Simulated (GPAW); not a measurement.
# BN (F-43m) in GPAW: notebook, part 2 of 2

GPAW 26.7.0. Earlier steps stand in the parts before.

**4. G0W0 quasiparticle levels, LDA**

File run.py:

```python
import json
import numpy as np
from ase.dft.bandgap import bandgap
from ase.io import read, write
from gpaw import GPAW, PW
from gpaw.response.g0w0 import G0W0

atoms = read('BN.cif')

calc = GPAW(mode=PW(600),
            xc='LDA',
            kpts={'size': (7, 7, 7), 'gamma': True},
            occupations={'name': 'fermi-dirac', 'width': 0.001},
            nbands=11,
            convergence={'density': 1e-06},
            maxiter=150,
            txt='gpaw.txt')
atoms.calc = calc
energy = atoms.get_potential_energy()
calc.write('gs.gpw')
write('result.traj', atoms)
print(f'Energy: {energy:.6f} eV')
print('Fermi level:', round(calc.get_fermi_level(), 4), 'eV')
print(f'Gap: {bandgap(calc)[0]:.4f} eV, direct: {bandgap(calc, direct=True)[0]:.4f} eV')

calc.diagonalize_full_hamiltonian(nbands=80)
calc.write('full.gpw', mode='all')

ibz = calc.get_ibz_k_points()
gap, vbm, cbm = bandgap(calc, output=None)
gap, direct, _ = bandgap(calc, direct=True, output=None)
gamma = int(np.abs(ibz).sum(1).argmin())
kpts = sorted({gamma, vbm[1], cbm[1], direct[1]})
gw = G0W0(calc='full.gpw',
          filename='gw',
          ecut=200,
          ecut_extrapolation=True,
          relbands=(-2, 2),
          kpts=kpts,
          integrate_gamma='WS',
          ppa=True)
gw.calculate()
results = {mode: {key: np.asarray(r[key]).tolist() for key in ['f', 'eps', 'vxc', 'exx', 'sigma', 'Z', 'qp', 'sigma_eskn']}
           for mode, r in gw.all_results.items()}
json.dump({'kpts': ibz[kpts].tolist(), 'results': results}, open('gw.json', 'w'))
for mode, r in results.items():
    f, qp = np.array(r['f']), np.array(r['qp'])
    print(mode, 'quasiparticle energies (eV):')
    print(qp.round(3))
    print(mode, 'gap:', round(qp[f < 0.5].min() - qp[f > 0.5].max(), 4), 'eV')
```

File BN.cif:

```cif
data_BN
_cell_length_a 2.56397060
_cell_length_b 2.56397060
_cell_length_c 2.56397060
_cell_angle_alpha 60.00000000
_cell_angle_beta 60.00000000
_cell_angle_gamma 60.00000000
_space_group_name_H-M_alt 'P1'
_space_group_name_Hall 'P 1'
_space_group_IT_number 1
loop_
_space_group_symop_operation_xyz
'x,y,z'
loop_
_atom_site_label
_atom_site_type_symbol
_atom_site_symmetry_multiplicity
_atom_site_Wyckoff_symbol
_atom_site_fract_x
_atom_site_fract_y
_atom_site_fract_z
_atom_site_occupancy
N1 N 1 a 0.2500000000 0.2500000000 0.2500000000 1
B1 B 1 a 0.0000000000 0.0000000000 0.0000000000 1
```

Potentials or basis: the program's PAW data sets (release 1.2.1) made for this functional, pw.

Started as:

```
$ OMP_NUM_THREADS=1 python run.py
```

gpaw.txt:

```text
__  _  _
 | _ |_)|_||  |
 |__||  | ||/\| - 26.7.0

Input parameters:
  mode=PW(ecut=600.0),
  convergence={'density': 1e-06},
  kpts=MonkhorstPack(size=(7, 7, 7), gamma=True),
  maxiter=150,
  nbands=11,
  occupations=Occupations(name='fermi-dirac', width=0.001),
  xc=XC(name='LDA')

Diagonalizing LCAO Hamiltonian
Converting LCAO to pw mode

           N
       B

Atoms  # Å, Bohr magnetons
|   | symbol |        x |        y |        z |    initial magnetic moments |
|---|--------|----------|----------|----------|-----------------------------|
| 0 |      N | 1.281985 | 0.740155 | 0.523368 | ( 0.0000,  0.0000,  0.0000) |
| 1 |      B | 0.000000 | 0.000000 | 0.000000 | ( 0.0000,  0.0000,  0.0000) |

Unit cell  # Å
| periodic |        x |        y |        z |  lengths |    angles |
|----------|----------|----------|----------|----------|-----------|
|      yes | 2.563971 | 0.000000 | 0.000000 | 2.563971 | 60.000000 |
|      yes | 1.281985 | 2.220464 | 0.000000 | 2.563971 | 60.000000 |
|      yes | 1.281985 | 0.740155 | 2.093473 | 2.563971 | 60.000000 |

Number of symmetries: 24
Symmetry operations  # r_c * U_cc + t_c -> r_c
|    | kind |            matrix            |
|----|------|------------------------------|
|  0 |  E   |  1, 0, 0,  0, 1, 0,  0, 0, 1 |
|  1 |  σ   |  1, 0, 0,  0, 0, 1,  0, 1, 0 |
|  2 |  σ   |  1, 0,-1,  0, 1,-1,  0, 0,-1 |
|  3 |  C3  |  1, 0,-1,  0, 0,-1,  0, 1,-1 |
|  4 |  C3  |  1,-1, 0,  0,-1, 1,  0,-1, 0 |
|  5 |  σ   |  1,-1, 0,  0,-1, 0,  0,-1, 1 |
|  6 |  σ   |  0, 1, 0,  1, 0, 0,  0, 0, 1 |
[... 130 lines left out ...]
  Fourier metric: weight=20.0, sigma=0.015

occupation numbers:
  Fermi-Dirac:
    width: 0.0010  # eV

poisson solver:
  ecut: 4800.0  # eV

xc functional:
  name: None

convergence criteria:
- Maximum integral of absolute [dens]ity change: 1e-06 electrons / valence electron
- Maximum [total energy] change in last 3 cyles: 0.0005 eV / valence electron
- Maximum integral of absolute [eigenst]ate change: 4e-08 eV^2 / valence electron
maximum number of iterations: 150

SCF iterations
|iter     | |      energy | eigst |  dens |
|---------|-|-------------|-------|-------|
|iter:   1| |  -20.203290 | +0.07 |       |
|iter:   2| |  -20.023082 | -2.09 | -0.74 |
|iter:   3| |  -19.299670 | -1.41 | -0.78 |
|iter:   4| |  -19.279452 | -3.06 | -1.39 |
|iter:   5| |  -19.277299 | -3.65 | -1.86 |
|iter:   6| |  -19.277298c| -5.43 | -2.61 |
|iter:   7| |  -19.277299c| -7.34 | -3.68 |
|iter:   8| |  -19.277299c| -7.61c| -4.36 |
|iter:   9| |  -19.277299c| -8.78c| -5.97 |
|iter:  10| |  -19.277299c| -9.83c| -6.63c|

Converged in 10 steps
Energy contributions relative to reference atoms: (reference = -2133.488728)

Energy contributions:
  Kinetic:          14.710894
  Coulomb:         -13.872738
  Zero:             -0.002100
  External:          0.000000
  Xc:              -20.113355
  Entropy:          -0.000000
  Spinorbit:         0.000000
  ----------------------------
  Free energy:     -19.277299
  Extrapolated:    -19.277299

dipole moment: (-10.390941, -5.999212, -4.242084)  # |e|*Ang

Fermi level: 11.973
Eigenvalues  # (at kpt = [0.000, 0.000, 0.000])
| band index |      eig [eV] | occ [0-2] |
|------------|---------------|-----------|
|          0 |       -10.285 |     2.000 |
|          1 |         9.704 |     2.000 |
|          2 |         9.704 |     2.000 |
|          3 |         9.704 |     2.000 |
|          4 |        18.351 |     0.000 |
|          5 |        18.351 |     0.000 |
|          6 |        18.351 |     0.000 |
|          7 |        19.969 |     0.000 |
|          8 |        34.036 |     0.000 |
|          9 |        37.512 |     0.000 |
|         10 |        37.702 |     0.000 |

Gap: 4.583 eV
Transition (v -> c):
  (s=0, k=0, n=3, [0.00, 0.00, 0.00]) -> (s=0, k=16, n=4, [0.43, 0.43, 0.00])
Direct/indirect transitions are different
Direct gap: 8.647 eV
Transition at: (s=0, k=0, n=3, [0.00, 0.00, 0.00])
# Writing to gs.gpw (mode='')

Matrix size: 411x411
# Writing to full.gpw (mode='all')
```

Run time: 3 min. Hardware: 1 thread of Arm Neoverse V2, shared host; peak memory 0.31 GiB.

What came out:

- Free energy: -19.2773 eV
- Band gap on the k mesh, mean-field level: 4.58 eV, indirect (least direct gap 8.65 eV)
- Quasiparticle gap: 6.43 eV
- Least direct quasiparticle gap: 11.07 eV

Levels at points of the mesh, in eV from the valence-band top:
| k point | band 2 | band 3 | band 4 | band 5 | band 6 | band 7 |
| --- | --- | --- | --- | --- | --- | --- |
| (0.00, 0.00, 0.00) | 0.00 | 0.00 | 0.00 | 8.65 | 8.65 | 8.65 |

Caveat: the k mesh is coarse (spacing up to 0.43 Å⁻¹), so the values aren't converged; the quasiparticle gap is taken among the few k points that were corrected; the long-wavelength limit can be off by a per cent or two; an odd mesh through Γ misses points on the zone boundary, where band edges often lie.

**5. Comparison with measurements**

Step 2. Measured gap of BN: 6.4 eV (indirect; 300 K; a printed reference work, monograph). This calculation gives 4.95 eV (-1.45 eV). The value is that of SCAN+D3(BJ) on a finite k mesh, which can miss the band edges, without temperature or zero-point motion. The cell is a database's relaxed one, not the measured one, which moves gaps too.
